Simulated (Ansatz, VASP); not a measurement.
## One calculation of Ti, two programs

```xyz
1
Lattice="-1.6454 1.6454 1.6454 1.6454 -1.6454 1.6454 1.6454 1.6454 -1.6454" Properties=species:S:1:pos:R:3 pbc="T T T"
Ti    0.0000    0.0000    0.0000
```

Alike in both runs: task single point; functional LDA; k mesh 16 × 16 × 16; occupations fermi-dirac, width 0.1 eV; no spin polarisation.

```csv
,VASP,Ansatz
version,VASP 6.6.1,Ansatz 0.2.0
potentials or method,"VASP PAW LDA potentials, release 64 (Ti_sv)","plane waves (420 eV) with PAW, scalar-relativistic"
plane-wave cutoff (eV),520,420
valence electrons in the cell,12,12
```

```csv
,VASP,Ansatz,Ansatz less VASP
pressure (GPa),-11.1,-11.1,+0.02
```

Ansatz warned: «pseudo_functional_mismatch».
